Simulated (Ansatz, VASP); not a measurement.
**Ca3S: VASP beside Ansatz**

```
Ca S
1.0
     3.90273    0.00000    0.00000
    -1.95137    3.37986    0.00000
     0.00000    0.00000   10.06268
Ca S
3 1
Direct
  0.66667 0.33333 0.50000
  0.33333 0.66667 0.17542
  0.33333 0.66667 0.82458
  0.66667 0.33333 0.00000
```

Change from the starting cell: species swapped into the Tl3Bi type (P-6m2, No. 187).

Alike in both runs: functional PBE; k mesh 6 × 6 × 2; occupations gaussian, width 0.1 eV; no spin polarisation.

Ansatz relaxed the structure, and its values are those at the end. VASP's run is a single point on that final structure, the one shown.

```csv
,VASP,Ansatz
version,VASP 6.6.1,Ansatz 0.2.0
potentials or method,"VASP PAW PBE potentials, release 64 (Ca_sv, S)","scalar-relativistic, plane waves, PAW"
plane-wave cutoff (eV),520,420
valence electrons in the cell,36,36
```

Ansatz gave:

```
gap on the k mesh at the Fermi level (eV) : none
pressure (GPa)                            : 0.0
rms of the force components (eV/Å)        : 0.000
```

Problem. What did VASP give for the same quantities?

Solution. gap on the k mesh at the Fermi level (eV): none; pressure (GPa): 0.1; rms of the force components (eV/Å): 0.007.

A gap of «none» marks a metal or a gap that the smearing closes.
